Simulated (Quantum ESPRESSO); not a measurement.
A calculation with Quantum ESPRESSO 7.5 of Co (ASE script, Cartesian positions):

The input run.py:

```python
import numpy as np
from ase.calculators.espresso import Espresso, EspressoProfile
from ase.io import read

atoms = read('Co.xyz')
atoms.set_initial_magnetic_moments([2.0, 2.0])

input_data = {
    'control': {'calculation': 'scf', 'prefix': 'pwscf', 'outdir': './tmp', 'tprnfor': True, 'tstress': True, 'disk_io': 'nowf'},
    'system': {'ecutwfc': 56.0, 'ecutrho': 448.0, 'nbnd': 28, 'occupations': 'smearing', 'smearing': 'fd', 'degauss': 0.00367493, 'nspin': 2},
    'electrons': {'conv_thr': 4e-10, 'electron_maxstep': 120, 'mixing_beta': 0.3},
}
pseudopotentials = {'Co': 'co_pbesol_v1.2.uspp.F.UPF'}
profile = EspressoProfile(command='mpirun -n 2 pw.x -nk 2', pseudo_dir='pseudo')
dft = Espresso(profile=profile, input_data=input_data, pseudopotentials=pseudopotentials, kpts=(12, 12, 7), koffset=(0, 0, 0))
atoms.calc = dft

print(f'energy {atoms.get_potential_energy():.8f} eV')
print('forces (eV/A)')
print(np.round(atoms.get_forces(), 6))
print('stress (eV/A^3, Voigt)')
print(np.round(atoms.get_stress(), 8))
print(f'Fermi level {dft.get_fermi_level():.4f} eV')
```

Co.xyz

```xyz
2
Lattice="2.4873648738 0.0000000000 0.0000000000 -1.2436824369 2.1541211692 0.0000000000 0.0000000000 0.0000000000 4.0632895034" Properties=species:S:1:pos:R:3 pbc="T T T"
Co    -0.0000000001      1.4360807795      3.0073990298
Co     1.2436824370      0.7180403897      1.0558904736
```

Potentials or basis: GBRV 1.5 PBEsol.

The run is started by

```sh
$ OMP_NUM_THREADS=1 python run.py
```

Task: Write the same calculation in another form: native input, structure typed inline.

Result: As run:

Contents of pw.in:

```
&CONTROL
  calculation = 'scf'
  prefix = 'pwscf'
  outdir = './tmp'
  pseudo_dir = './pseudo'
  tprnfor = .true.
  tstress = .true.
  disk_io = 'low'
/
&SYSTEM
  ibrav = 0
  celldm(1) = 8
  nat = 2
  ntyp = 1
  ecutwfc = 56
  ecutrho = 448
  nbnd = 28
  occupations = 'smearing'
  smearing = 'fd'
  degauss = 0.00367493
  nspin = 2
  starting_magnetization(1) = 0.1176
/
&ELECTRONS
  conv_thr = 4d-10
  electron_maxstep = 120
  mixing_beta = 0.3
/
ATOMIC_SPECIES
Co    58.9332 co_pbesol_v1.2.uspp.F.UPF
CELL_PARAMETERS alat
  0.5875547979370   0.0000000000000   0.0000000000000
 -0.2937773989685   0.5088373811308   0.0000000000000
  0.0000000000000   0.0000000000000   0.9598130408116
ATOMIC_POSITIONS crystal
Co     0.3333333333    0.6666666667    0.7401390000
Co     0.6666666667    0.3333333333    0.2598610000
K_POINTS automatic
12 12 7 0 0 0
```

Contents of pp_density.in:

```
&INPUTPP
  prefix = 'pwscf'
  outdir = './tmp'
  filplot = 'density.dat'
  plot_num = 0
/
&PLOT
  nfile = 1
  filepp(1) = 'density.dat'
  iflag = 3
  output_format = 6
  fileout = 'density.cube'
/
```

pp_potential.in

```
&INPUTPP
  prefix = 'pwscf'
  outdir = './tmp'
  filplot = 'potential.dat'
  plot_num = 11
/
&PLOT
  nfile = 1
  filepp(1) = 'potential.dat'
  iflag = 3
  output_format = 6
  fileout = 'potential.cube'
/
```

pp_spin.in

```
&INPUTPP
  prefix = 'pwscf'
  outdir = './tmp'
  filplot = 'spin.dat'
  plot_num = 6
/
&PLOT
  nfile = 1
  filepp(1) = 'spin.dat'
  iflag = 3
  output_format = 6
  fileout = 'spin.cube'
/
```

Potentials or basis: GBRV 1.5 PBEsol.

Command:

```sh
$ OMP_NUM_THREADS=1 mpirun -n 2 pw.x -nk 2 -in pw.in > pw.out
$ OMP_NUM_THREADS=1 mpirun -n 1 pp.x -in pp_density.in > pp_density.out
$ OMP_NUM_THREADS=1 mpirun -n 1 pp.x -in pp_potential.in > pp_potential.out
$ OMP_NUM_THREADS=1 mpirun -n 1 pp.x -in pp_spin.in > pp_spin.out
```

Both were run:

|  | ASE script, Cartesian positions | native input, structure typed inline |
| --- | --- | --- |
| Pressure | -9.1 GPa | -9.1 GPa |
| Largest force | 0.440 eV/Å | 0.440 eV/Å |
| Band gap on the k mesh | none (metal or under the smearing width) | none (metal or under the smearing width) |
| Net moment | 3.34 μB per cell | 3.34 μB per cell |
| Absolute moment | 3.67 μB per cell | 3.67 μB per cell |
| Site moments | Co +1.75 μB | Co +1.75 μB |
| Valence electrons inside the program's atomic spheres | Co 15.45 | Co 15.45 |

Keys that steer only the numerical path or the files written may differ.
